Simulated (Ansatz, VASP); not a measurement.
**Two plane-wave programs on Li2O**

```
CELL_PARAMETERS angstrom
0.00000 2.29541 2.29541
2.29541 0.00000 2.29541
2.29541 2.29541 0.00000
ATOMIC_POSITIONS crystal
O 0.00000 0.00000 0.00000
Li 0.25000 0.25000 0.25000
Li 0.75000 0.75000 0.75000
```

Change from the starting cell: volume scaled by 0.96.

Alike in both runs: task single point; functional PBE; k mesh 10 × 10 × 10; occupations fermi-dirac, width 0.05 eV; no spin polarisation.

|  | VASP | Ansatz |
| --- | --- | --- |
| version | VASP 6.6.1 | Ansatz 0.2.0 |
| potentials or method | VASP PAW PBE potentials, release 64 (O, Li_sv) | Ansatz PAW |
| plane-wave cutoff (eV) | 520 | 420 |
| valence electrons in the cell | 12 | 12 |

Ansatz gave:

```
gap on the k mesh at the Fermi level (eV) : 5.03
least direct gap on the mesh (eV)         : 5.40
```

Question: Which values does VASP return?

Answer: gap on the k mesh at the Fermi level (eV): 5.01; least direct gap on the mesh (eV): 5.41.

With one functional, cell and mesh, what is left measures potentials, basis and numerics.

 A k mesh can miss the band edges.
